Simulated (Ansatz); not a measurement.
# Nickel, A15 under RPBE: structure and ground-state energy

The plan for nickel in the A15 structure: relax it, then solve it on a dense k-mesh. The start is ferromagnetic. The k-meshes are 6×6×6 for the relaxation; 8×8×8 for the dense run.

Program: Ansatz 0.2.0. Level of theory: DFT RPBE, plane waves (420 eV) with PAW, scalar-relativistic; PAW files made under PBE, frozen cores solved again for the functional. These are calculated values, not measurements.

## Step 1: The system as given

The structure is cubic, space group Pm-3n (No. 223). The conventional cell has a = 4.440 Å, b = 4.440 Å, c = 4.440 Å, α = 90.00°, β = 90.00°, γ = 90.00°. Ni (site symmetry m-3) has 12 Ni at 2.48 Å as nearest neighbours. Ni (site symmetry -4m2) is surrounded by 6 Ni at 2.22 to 2.48 Å.

As a file:

```
CELL_PARAMETERS angstrom
4.43981 0.00000 0.00000
0.00000 4.43981 0.00000
0.00000 0.00000 4.43981
ATOMIC_POSITIONS crystal
Ni 0.00000 0.00000 0.00000
Ni 0.50000 0.50000 0.50000
Ni 0.25000 0.00000 0.50000
Ni 0.75000 0.00000 0.50000
Ni 0.50000 0.25000 0.00000
Ni 0.50000 0.75000 0.00000
Ni 0.00000 0.50000 0.25000
Ni 0.00000 0.50000 0.75000
```

The atoms start with moments of +0.8 ×8 μB.

## Step 2: Relaxing cell and atoms

input.yaml reads:

```yaml
crystal:
  lattice:
    - [4.4398105893, 0.0, 0.0]
    - [0.0, 4.4398105893, 0.0]
    - [0.0, 0.0, 4.4398105893]
  atoms:
    - { symbol: Ni, position: [0.0, 0.0, 0.0], spin: 0.8 }
    - { symbol: Ni, position: [0.5, 0.5, 0.5], spin: 0.8 }
    - { symbol: Ni, position: [0.25, 0.0, 0.5], spin: 0.8 }
    - { symbol: Ni, position: [0.75, 0.0, 0.5], spin: 0.8 }
    - { symbol: Ni, position: [0.5, 0.25, 0.0], spin: 0.8 }
    - { symbol: Ni, position: [0.5, 0.75, 0.0], spin: 0.8 }
    - { symbol: Ni, position: [0.0, 0.5, 0.25], spin: 0.8 }
    - { symbol: Ni, position: [0.0, 0.5, 0.75], spin: 0.8 }
hamiltonian:
  xc: rpbe
  pseudopotentials:
    kind: paw
    azcp:
      Ni: "pseudopotentials/Ni.paw.azcp"
basis:
  ecutwfc: 420
  fft_grid_basis: typed
kpoints:
  mp_grid: { grid: [6, 6, 6], shift: [0, 0, 0] }
magnetization:
  spin_polarized: true
scf:
  occupations: { method: fermi_dirac, width: 0.05 }
relax:
  max_steps: 60
  f_tol: 0.01
  cell: {}
output:
  write_density: true
  write_potential: true
  elf: true
  volumetric_format: npy
```

Launch:

```
$ ansatz run input.yaml --threads 4 --pin off --max-ram 8192MiB --backend cpu --events-out ev --progress --plain --runs-dir out
```

Standard output:

```text
Warning: RAYON_NUM_THREADS=4 ignored (pool sized by the plan → 4); use --threads N
Engine: ansatz 0.2.0, aarch64-unknown-linux-gnu
Pseudopotentials: kind: paw
Pseudopotential: Ni, paw, valence charge 18, recommended cutoff 420 eV (normal), <dir>
Functional definition: RPBE
  parameter kappa = 0.804
  parameter beta = 0.06672455060314922
  exchange = rpbe_x(kappa = kappa, mu = beta*pi^2/3)
  correlation = pbe_c(beta = beta)
Crystal: 8 atoms, lattice volume = 87.517 Å³
Basis set: ecut = 420 eV, 1743 PW (Γ), exchange–correlation on 60×60×60 points (8 copies of the dense FFT grid, shifted against one another)
Bands: 91, of which v1, the nominal top of the filled ones, is band 72 counted from 1 (71 counted from 0)
Symmetry: 48 space group operations
Space group: Pm-3n (ITA 223), of the structure as read, at distance tolerance 4.4e-5 Å
Magnetic group: BNS 223.104 (UNI 1606), of the structure as read, at distance tolerance 4.4e-5 Å
k-points: 20 of 216
Non-local potential: Ni, projectors of the file, l = 0: 3, l = 1: 2, l = 2: 3, l = 3: 1
PAW form: soft (Blöchl's): semilocal exchange-correlation on the pseudo side does not see the compensation charge
PAW frozen core: Ni, regenerated for the run's functional, and the local potential with it (the file was generated under x = pbe(κ = 0.804, μ = 0.2195149727645171), c = pbe(β = 0.06672455060314922))
PAW one-centre angular grid: Ni, 590 points (default); XC on 64 Gauss nodes
Initial density: superposition of atomic densities (chi_scale 0.1, normalization cell)
Starting moments: Σ|m| = 6.4 μB on 8 of 8 sites
Initial wavefunctions: pseudopotential atomic-orbital guess
Functional: x = rpbe, c = pbe(β = 0.06672455060314922)
iter 1 solved again at ethr=1.80e-3 eV; its pass at ethr=3.10e-3 eV (dr2=2.59e0 eV) is discarded
SCF iter   1: F=—  HF=-46749.077247 eV  |F-HF|=—  |Δ(HF+E_count)|=         —  Δρ=5.53e-2 (↑1.57e-2 ↓5.53e-2)  dr2=2.60e0  dr2_m=3.71e-1  M=6.331 μB ∫|m|=6.667 μB  β_m=0.30  ethr=1.80e-3  ⟨swp⟩=1.6  Hψ=15581  notcnv=0
Mixer restart at iter 1: flushing history
preconditioner: auto → Kerker (q_TF=auto, 2.964 Å⁻¹)  [metal: Δε(μ)=0.002 eV  Ē_g=8.671 eV  σ=0.050 eV  W_gap=0.01  n_scr=32 (ndim 8)  ℏωp=35.5 eV  f_vac=0.000  D(μ)=17.74/eV (n_scr^D=340)]
spin=Collinear: Kerker preconditioning applied to the charge; magnetization (m = ρ↑ − ρ↓) channel mixes plain (no charge-response kernel on spin).
SCF iter   2: F=—  HF=-46749.727094 eV  |F-HF|=—  |Δ(HF+E_count)|=   6.50e-1  Δρ=2.25e-2 (↑2.25e-2 ↓1.48e-2)  dr2=1.59e-1  dr2_m=1.51e-1  M=6.128 μB ∫|m|=6.566 μB  β_m=0.31  ethr=1.80e-3  ⟨swp⟩=2.0  Hψ=5605  notcnv=0
SCF iter   3: F=—  HF=-46749.881929 eV  |F-HF|=—  |Δ(HF+E_count)|=         —  Δρ=5.45e-2 (↑1.40e-2 ↓5.45e-2)  dr2=1.23e0  dr2_m=8.39e-1  M=7.214 μB ∫|m|=7.725 μB  β_m=1.00  ethr=1.10e-4  ⟨swp⟩=2.2  Hψ=6061  notcnv=0  defer=295
Mixer restart at iter 3: flushing history
SCF iter   4: F=—  HF=-46758.077107 eV  |F-HF|=—  |Δ(HF+E_count)|=    8.20e0  Δρ=1.27e-1 (↑4.52e-2 ↓1.27e-1)  dr2=1.34e1  dr2_m=1.57e0  M=4.791 μB ∫|m|=5.558 μB  β_m=0.31  ethr=3.47e-5  ⟨swp⟩=3.6  Hψ=9274  notcnv=0  defer=295
SCF iter   5: F=—  HF=-46756.218147 eV  |F-HF|=—  |Δ(HF+E_count)|=    1.86e0  Δρ=4.55e-2 (↑1.19e-2 ↓4.55e-2)  dr2=9.05e-1  dr2_m=5.90e-1  M=5.023 μB ∫|m|=5.771 μB  β_m=0.37  ethr=3.47e-5  ⟨swp⟩=3.9  Hψ=10493  notcnv=0  defer=354
SCF iter   6: F=—  HF=-46756.608406 eV  |F-HF|=—  |Δ(HF+E_count)|=   3.90e-1  Δρ=3.29e-2 (↑1.01e-2 ↓3.29e-2)  dr2=4.77e-1  dr2_m=3.29e-1  M=4.774 μB ∫|m|=5.516 μB  β_m=0.54  ethr=3.47e-5  ⟨swp⟩=2.1  Hψ=6151  notcnv=0  defer=345
SCF iter   7: F=—  HF=-46756.764023 eV  |F-HF|=—  |Δ(HF+E_count)|=   1.56e-1  Δρ=6.75e-3 (↑5.36e-3 ↓6.75e-3)  dr2=4.12e-2  dr2_m=1.05e-3  M=4.567 μB ∫|m|=5.251 μB  β_m=0.76  ethr=3.47e-5  ⟨swp⟩=2.5  Hψ=7057  notcnv=0  defer=345
SCF iter   8: F=—  HF=-46756.765512 eV  |F-HF|=—  |Δ(HF+E_count)|=   1.49e-3  Δρ=4.98e-3 (↑3.00e-3 ↓4.98e-3)  dr2=2.92e-2  dr2_m=2.52e-3  M=4.583 μB ∫|m|=5.264 μB  β_m=0.57  ethr=2.86e-5  ⟨swp⟩=2.2  Hψ=7012  notcnv=0  defer=354
SCF iter   9: F=—  HF=-46756.759902 eV  |F-HF|=—  |Δ(HF+E_count)|=   5.61e-3  Δρ=2.80e-3 (↑1.33e-3 ↓2.80e-3)  dr2=2.88e-3  dr2_m=3.06e-3  M=4.592 μB ∫|m|=5.272 μB  β_m=0.53  ethr=2.03e-5  ⟨swp⟩=2.0  Hψ=5904  notcnv=0  defer=354
SCF iter  10: F=—  HF=-46756.761439 eV  |F-HF|=—  |Δ(HF+E_count)|=   1.54e-3  Δρ=4.53e-4 (↑3.90e-4 ↓4.53e-4)  dr2=6.61e-5  dr2_m=1.18e-4  M=4.583 μB ∫|m|=5.257 μB  β_m=0.77  ethr=2.00e-6  ⟨swp⟩=2.0  Hψ=4968  notcnv=0  defer=354
SCF iter  11: F=—  HF=-46756.761698 eV  |F-HF|=—  |Δ(HF+E_count)|=   2.59e-4  Δρ=2.17e-4 (↑8.97e-5 ↓2.17e-4)  dr2=5.40e-5  dr2_m=4.68e-6  M=4.578 μB ∫|m|=5.251 μB  β_m=0.88  ethr=4.59e-8  ⟨swp⟩=2.5  Hψ=6872  notcnv=0  defer=354
SCF iter  12: F=—  HF=-46756.761696 eV  |F-HF|=—  |Δ(HF+E_count)|=   1.98e-6  Δρ=1.55e-4 (↑5.09e-5 ↓1.55e-4)  dr2=1.46e-5  dr2_m=6.06e-6  M=4.577 μB ∫|m|=5.250 μB  β_m=0.94  ethr=3.75e-8  ⟨swp⟩=2.0  Hψ=5077  notcnv=0  defer=354
SCF iter  13: F=—  HF=-46756.761696 eV  |F-HF|=—  |Δ(HF+E_count)|=   2.63e-7  Δρ=2.64e-5 (↑2.02e-5 ↓2.64e-5)  dr2=1.30e-6  dr2_m=3.09e-8  M=4.577 μB ∫|m|=5.250 μB  β_m=0.85  ethr=1.01e-8  ⟨swp⟩=1.9  Hψ=4382  notcnv=0  defer=354
SCF iter  14: F=—  HF=-46756.761696 eV  |F-HF|=—  |Δ(HF+E_count)|=   2.60e-7  Δρ=3.11e-5 (↑6.06e-6 ↓3.11e-5)  dr2=8.25e-7  dr2_m=1.36e-7  M=4.577 μB ∫|m|=5.250 μB  β_m=0.92  ethr=9.05e-10  ⟨swp⟩=2.0  Hψ=5009  notcnv=0  defer=354
SCF iter  15: F=—  HF=-46756.761696 eV  |F-HF|=—  |Δ(HF+E_count)|=   1.34e-7  Δρ=1.66e-5 (↑8.85e-6 ↓1.66e-5)  dr2=3.19e-7  dr2_m=2.17e-8  M=4.577 μB ∫|m|=5.251 μB  β_m=0.75  ethr=5.73e-10  ⟨swp⟩=2.0  Hψ=4611  notcnv=0  defer=354
SCF iter  16: F=—  HF=-46756.761696 eV  |F-HF|=—  |Δ(HF+E_count)|=   4.31e-8  Δρ=1.20e-5 (↑4.25e-6 ↓1.20e-5)  dr2=1.47e-7  dr2_m=1.63e-8  M=4.577 μB ∫|m|=5.250 μB  β_m=0.72  ethr=2.22e-10  ⟨swp⟩=2.0  Hψ=5033  notcnv=0  defer=354
SCF iter  17: F=—  HF=-46756.761696 eV  |F-HF|=—  |Δ(HF+E_count)|=   9.82e-9  Δρ=3.02e-7 (↑1.54e-7 ↓3.02e-7)  dr2=3.49e-11  dr2_m=2.21e-11  M=4.577 μB ∫|m|=5.250 μB  β_m=0.79  ethr=1.02e-10  ⟨swp⟩=2.0  Hψ=4782  notcnv=0  defer=354
SCF iter  18: F=-46756.761696 eV  HF=-46756.761696 eV  |F-HF|=7.28e-12  |Δ(HF+E_count)|=  8.73e-11  Δρ=1.38e-7 (↑1.38e-7 ↓1.13e-7)  dr2=2.41e-11  dr2_m=1.70e-12  M=4.577 μB ∫|m|=5.250 μB  ethr=1.00e-12  ⟨swp⟩=5.4  Hψ=18273  notcnv=0
SCF 1 converged in 18 iterations: F = -46756.761696 eV  dr2 = 2.41e-11
relax step   1: F+E_penalty+E_count = -46756.76169582 eV  Δ(F+E_penalty+E_count) = +0.000e0 eV  max|allowed force component| = 6.953e-17 eV/Å  Δτ_max = 0.0000 Å  P = +9.149 GPa  Ω = 87.517 Å³  (18 SCF iters, accepted)
[... 19 lines left out ...]
relax step   2: F+E_penalty+E_count = -46756.84948430 eV  Δ(F+E_penalty+E_count) = -8.779e-2 eV  max|allowed force component| = 4.442e-17 eV/Å  Δτ_max = 0.0000 Å  P = +4.278 GPa  Ω = 89.660 Å³  energy of the carried Pulay correction = -1.238e-3 eV  (12 SCF iters, dr2 threshold 8.00e-7 eV, accepted)
[... 17 lines left out ...]
relax step   3: F+E_penalty+E_count = -46756.87637934 eV  Δ(F+E_penalty+E_count) = -2.690e-2 eV  max|allowed force component| = 4.561e-17 eV/Å  Δτ_max = 0.0000 Å  P = +0.360 GPa  Ω = 91.630 Å³  energy of the carried Pulay correction = -2.349e-3 eV  (12 SCF iters, dr2 threshold 8.00e-7 eV, accepted)
[... 13 lines left out ...]
relax step   4: F+E_penalty+E_count = -46756.87648889 eV  Δ(F+E_penalty+E_count) = -1.096e-4 eV  max|allowed force component| = 5.782e-17 eV/Å  Δτ_max = 0.0000 Å  P = +0.002 GPa  Ω = 91.823 Å³  energy of the carried Pulay correction = -2.457e-3 eV  (9 SCF iters, dr2 threshold 3.25e-7 eV, accepted)
[... 17 lines left out ...]
relax step   5: F+E_penalty+E_count = -46756.87829055 eV  Δ(F+E_penalty+E_count) = -1.802e-3 eV  max|allowed force component| = 7.188e-17 eV/Å  Δτ_max = 0.0000 Å  P = -0.039 GPa  Ω = 91.823 Å³  stress off target by 3.91e-2 GPa  SCF on the basis re-selected at this cell (its energy is not comparable with the rows above)  (12 SCF iters)
basis re-selected at this cell: Δ(F+E_penalty+E_count) = -1.802e-3 eV, ΔP = -0.041 GPa vs the last step (what re-selecting the basis moved, of the pressure what is left beyond the Pulay correction that the steps carried, after the strain that the cell walked since its last selection, with what the two solves' SCF thresholds leave and, on support functions, any second-order correction that the steps lacked; it is no measure of the basis error at this ecutwfc). The dense FFT grid was sized anew with the basis: this SCF ran on 32×32×32 points, the steps before it on 30×30×30, so part of this shift can come from that change (see relax.cell in the input reference). This SCF's stress stands 3.91e-2 GPa from its target on what of the cell is left free (relax.cell.stress_tol is 5.00e-2 GPa) and its largest allowed force component is 7.19e-17 eV/Å (relax.f_tol is 1.00e-2 eV/Å): within both
SCF converged after 12 iterations
Magnetization: 4.6831 μB (74.3416 up, 69.6584 down)
Absolute magnetization: 5.4171 μB (∫|ρ↑−ρ↓|, with the PAW one-centre terms)
Spin contamination: 0.0498 ħ² per cell (⟨S²⟩ above its minimum at these occupations)
Per-site moments (μB) at R_I (Å): [(0.6334884692217448, 1.0403192807922117), (0.6334884692217455, 1.0403192807922117), (0.6247121003353558, 0.9304898520620307), (0.6247121003353556, 0.9304898520620307), (0.6247121003353556, 0.9304898520620307), (0.6247121003353555, 0.9304898520620307), (0.6247121003353556, 0.9304898520620307), (0.6247121003353555, 0.9304898520620307)]
Free energy (F): -46756.878291 eV
Harris-Foulkes:  -46756.878291 eV  (|F-HF|=5.82e-11)
Internal energy: -46756.727750 eV  (E = F + TS)
E sigma→0 (E₀):  -46756.803020 eV
Entropy (-TS):   -0.150540 eV (-18.818 meV/atom)
Fermi energy:    17.138700 eV
--- Per-component energies (eV) ---
  E_band       = -2408.101910
  E_kinetic    = 2250.832712
  E_local      = -28327.304921  (includes V_loc(G=0)·N_el)
  E_nonlocal   = 5095.852084
  E_hartree    = 11828.863651
  E_xc         = -674.162958
  E_vxc        = -867.947017  (∫ρ·V_xc dr)
  E_paw        = -13089.603846  (= ΣΔE_a)
  E_vpaw       = -4217.266833  (= ΣTr[D̂ρ^β])
  E_aug_tail   = 0.004545  (compensation charges beyond the density's cutoff)
  E_ewald      = -23840.854252
  E_core_change = -0.354763  (= ΣΔE_core)
  E_smearing   = -0.150540  (= −TS)
  E_closure    = 0.000000  (closes the sum)
  Σ components = -46756.878291   (vs F -46756.878291, Δ=0.00e0)
--- Forces (eV/Å), atoms counted from 1 ---
  atom   1  Ni    -0.00000000     0.00000000     0.00000000
  atom   2  Ni     0.00000000     0.00000000     0.00000000
  atom   3  Ni    -0.00000000    -0.00000000    -0.00000000
  atom   4  Ni     0.00000000     0.00000000     0.00000000
  atom   5  Ni     0.00000000     0.00000000     0.00000000
  atom   6  Ni    -0.00000000     0.00000000    -0.00000000
  atom   7  Ni    -0.00000000    -0.00000000     0.00000000
  atom   8  Ni     0.00000000     0.00000000    -0.00000000
  max |Σ_I F_I| component: 5.26e-17 eV/Å
--- Stress (GPa, compression-positive) ---
       -0.039123      -0.000000      -0.000000
       -0.000000      -0.039123       0.000000
       -0.000000       0.000000      -0.039123
  P = ⅓ Tr σ = -0.0391 GPa (-0.391 kbar)
--- Band table (eV; the first three rows and the last of 40) ---
  k-point 0 ↑: bands = ["-86.5349", "-86.5298", "-86.4804", "-86.4781", "-86.4781", "-86.4420", "-86.4420", "-86.4420", "-47.1560", "-47.1560", "-47.1377", "-46.8613", "-46.8613", "-46.8613", "-46.8561", "-46.8561", "-46.8561", "-46.8309", "-46.8309", "-46.8309", "-46.6805", "-46.6805", "-46.6805", "-46.6554", "-46.6554", "-46.6554", "-46.6474", "-46.6474", "-46.6474", "-46.6432", "-46.6432", "-46.6432", "8.4021", "12.4778", "12.4778", "13.0783", "13.4737", "13.4737", "13.4737", "13.5816", "13.9466", "13.9466", "13.9466", "14.0531", "14.0531", "14.0531", "14.3356", "14.3356", "14.5715", "14.6537", "14.6537", "14.6642", "14.6642", "14.6642", "15.0821", "15.0821", "15.0821", "15.7584", "15.7584", "15.7584", "15.8688", "15.8688", "15.8688", "15.9810", "15.9810", "16.3007", "16.3007", "16.4197", "16.4197", "16.4197", "16.6066", "16.6066", "16.6066", "18.1160", "18.1160", "18.1160", "19.5574", "19.5574", "19.8303", "24.9761", "24.9761", "24.9761", "25.2210", "25.2210", "26.0769", "26.0769", "26.0769", "27.0045", "27.0045", "27.0045", "27.7099"]
[... 3 lines left out ...]
--- Relaxed structure (4 steps of the walk, 4 accepted, 1 SCFs on fresh bases) ---
  F+E_penalty+E_count = -46756.87829055 eV   max|allowed force component| = 7.188e-17 eV/Å   (the final SCF, on the basis selected at the relaxed cell)
  cell:  # Å, volume = 91.8233 Å³
    - [4.511465949391664, 2.482644068936671e-34, -1.6049416203226965e-35]
    - [2.482644068936671e-34, 4.511465949391664, 0.0]
    - [-4.012354050806742e-34, 0.0, 4.511465949391664]
  atoms:
    - { symbol: Ni, position: [-3.377660592330484e-35, -1.0421043131855758e-35, 1.0675214915559556e-35] }
    - { symbol: Ni, position: [0.49999999999999994, 0.49999999999999994, 0.49999999999999994] }
    - { symbol: Ni, position: [0.24999999999999997, 1.2397934782885302e-35, 0.49999999999999994] }
    - { symbol: Ni, position: [0.75, 5.374321159870325e-35, 0.49999999999999994] }
    - { symbol: Ni, position: [0.49999999999999994, 0.24999999999999997, 7.060327325105527e-36] }
    - { symbol: Ni, position: [0.49999999999999994, 0.75, 1.0675214915559556e-35] }
    - { symbol: Ni, position: [5.388441814520539e-35, 0.49999999999999994, 0.24999999999999997] }
    - { symbol: Ni, position: [5.388441814520541e-35, 0.49999999999999994, 0.75] }
```

It took 51 s on 4 threads of Arm Neoverse V1, shared host; peak memory 0.66 GiB.

The steps of the relaxation:

```
step  energy change (meV/atom)  largest force (eV/Å)  pressure (GPa)  volume (Å³/atom)
   1                      0.00                0.0000            9.15            10.940
   2                    -10.97                0.0000            4.28            11.207
   3                    -14.34                0.0000            0.36            11.454
   4                    -14.35                0.0000            0.00            11.478
   5                    -14.57                0.0000           -0.04            11.478
```

Steps that repeat a cell are solved on a basis chosen anew, so their changes of energy are no gain of the relaxation.

Changes in the cell that was computed:

|  | before | after | change |
| --- | --- | --- | --- |
| a (Å) | 4.440 | 4.511 | +1.6 % |
| b (Å) | 4.440 | 4.511 | +1.6 % |
| c (Å) | 4.440 | 4.511 | +1.6 % |
| volume (Å³/atom) | 10.940 | 11.478 | +4.9 % |
| shortest distance (Å) | 2.220 | 2.256 | +1.6 % |
| space group (spins left aside) | Pm-3n | Pm-3n | same |

## Step 3: Dense single point

input.yaml reads:

```yaml
crystal:
  lattice:
    - [4.5114659494, 0.0, 0.0]
    - [0.0, 4.5114659494, 0.0]
    - [0.0, 0.0, 4.5114659494]
  atoms:
    - { symbol: Ni, position: [1.0, 1.0, 0.0], spin: 0.633 }
    - { symbol: Ni, position: [0.5, 0.5, 0.5], spin: 0.633 }
    - { symbol: Ni, position: [0.25, 0.0, 0.5], spin: 0.625 }
    - { symbol: Ni, position: [0.75, 0.0, 0.5], spin: 0.625 }
    - { symbol: Ni, position: [0.5, 0.25, 0.0], spin: 0.625 }
    - { symbol: Ni, position: [0.5, 0.75, 0.0], spin: 0.625 }
    - { symbol: Ni, position: [0.0, 0.5, 0.25], spin: 0.625 }
    - { symbol: Ni, position: [0.0, 0.5, 0.75], spin: 0.625 }
hamiltonian:
  xc: rpbe
  pseudopotentials:
    kind: paw
    azcp:
      Ni: "pseudopotentials/Ni.paw.azcp"
basis:
  ecutwfc: 420
  fft_grid_basis: typed
kpoints:
  mp_grid: { grid: [8, 8, 8], shift: [0, 0, 0] }
magnetization:
  spin_polarized: true
scf:
  occupations: { method: fermi_dirac, width: 0.05 }
```

Launch:

```
$ ansatz run input.yaml --threads 4 --pin off --max-ram 8192MiB --backend cpu --events-out ev --progress --plain --runs-dir out
```

Standard output, cut to the lines that bear on the results:

```text
Warning: RAYON_NUM_THREADS=4 ignored (pool sized by the plan → 4); use --threads N
[...]
[... 3 set-up lines as earlier in the session ...]
[...]
Crystal: 8 atoms, lattice volume = 91.823 Å³
Basis set: ecut = 420 eV, 1791 PW (Γ)
Bands: 90, of which v1, the nominal top of the filled ones, is band 72 counted from 1 (71 counted from 0)
[... 1 set-up line as earlier in the session ...]
Space group: Pm-3n (ITA 223), of the structure as read, at distance tolerance 4.5e-5 Å
Magnetic group: BNS 223.104 (UNI 1606), of the structure as read, at distance tolerance 4.5e-5 Å
k-points: 35 of 512
[...]
Starting moments: Σ|m| = 5.016 μB on 8 of 8 sites
[...]
SCF iter   1: F=—  HF=-46749.532573 eV  |F-HF|=—  |Δ(HF+E_count)|=         —  Δρ=7.02e-2 (↑2.17e-2 ↓7.02e-2)  dr2=1.77e0  dr2_m=1.63e0  M=6.361 μB ∫|m|=6.716 μB  β_m=0.30  ethr=1.23e-3  ⟨swp⟩=2.0  Hψ=26300  notcnv=0
[...]
spin=Collinear: Kerker preconditioning applied to the charge; magnetization (m = ρ↑ − ρ↓) channel mixes plain (no charge-response kernel on spin).
[...]
SCF iter  15: F=-46756.876084 eV  HF=-46756.876084 eV  |F-HF|=5.89e-9  |Δ(HF+E_count)|=  5.82e-11  Δρ=2.36e-6 (↑4.20e-7 ↓2.36e-6)  dr2=6.32e-9  dr2_m=7.96e-10  M=5.024 μB ∫|m|=5.744 μB  ethr=1.78e-11  ⟨swp⟩=1.5  Hψ=15225  notcnv=0
[...]
SCF converged after 15 iterations
Magnetization: 5.0238 μB (74.5119 up, 69.4881 down)
Absolute magnetization: 5.7495 μB (∫|ρ↑−ρ↓|, with the PAW one-centre terms)
Spin contamination: 0.0541 ħ² per cell (⟨S²⟩ above its minimum at these occupations)
[...]
Free energy (F): -46756.876084 eV
[...]
E sigma→0 (E₀):  -46756.797753 eV
Entropy (-TS):   -0.156662 eV (-19.583 meV/atom)
Fermi energy:    17.146541 eV
[...]
```

It took 19 s on 4 threads of Arm Neoverse V1, shared host; peak memory 0.78 GiB.

## Step 4: Summary of results

| quantity | value |
| --- | --- |
| space group (spins left aside) | Pm-3n (No. 223) |
| conventional cell | a = 4.511 Å |
| volume | 11.478 Å³/atom |
| shortest distance | 2.256 Å |
| gap on the mesh | none (levels filled in part) |
| magnetic state | ferromagnetic, up to 0.68 μB per atom |
| relative to fcc, ferromagnetic | +137 meV/atom |

In words: The relaxation enlarged the cell by 4.9 % in volume. Against the reference form of nickel (fcc, ferromagnetic, computed apart with the same settings) it stands 137 meV/atom higher. It ends ferromagnetic, with up to 0.68 μB per atom. No gap shows: it is a metal or semimetal at this level. Relaxation kept the symmetry; phonons were not checked.
